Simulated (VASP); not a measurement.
CuO, 2 atoms in the cell. Symmetry: P-6m2, No. 187, hexagonal system. The conventional cell has a = 2.836 Å, b = 2.836 Å, c = 2.768 Å, α = 90.00°, β = 90.00°, γ = 120.00°. Cu (site symmetry -6m2) has 6 O at 2.14 Å as nearest neighbours. O (site symmetry -6m2) is surrounded by 6 Cu at 2.14 Å. Measurements of this composition are mostly on another form, of space group No. 15.

| Item | Value |
| --- | --- |
| Program | VASP 6.6.1 |
| Task | density of states |
| Functional | PBE |
| Potentials or basis | VASP PAW PBE potentials, release 64 (Cu, O) |
| Cutoff | 520 eV |
| k mesh | 11 × 11 × 10 |
| Occupations | gaussian, width 0.02 eV |
| Spin | no spin polarisation |
| k mesh for the DOS | 17 × 17 × 15 |
| Occupations for the DOS | tetrahedron |
| Further INCAR settings | ALGO = Normal; EDIFF = 1e-06 |

Potentials or basis: VASP PAW PBE potentials, release 64 (Cu, O).

Launch:

```bash
$ cat potpaw_PBE.64/Cu/POTCAR potpaw_PBE.64/O/POTCAR > POTCAR
$ cp INCAR.step1 INCAR
$ cp KPOINTS.step1 KPOINTS
$ mpirun -np 1 vasp_std > vasp.out
$ cp INCAR.step2 INCAR
$ cp KPOINTS.step2 KPOINTS
$ mpirun -np 1 vasp_std > vasp.out
```

Hardware: 1 thread of Intel(R) Xeon(R) 6975P-C (Granite Rapids), on a shared host.

Task: Estimate the wall time of this run.

Result: Run time: 21 s on 1 thread of Intel(R) Xeon(R) 6975P-C (Granite Rapids) (shared host), peak memory 0.18 GiB. Counts: scf iterations 8, k points 264.
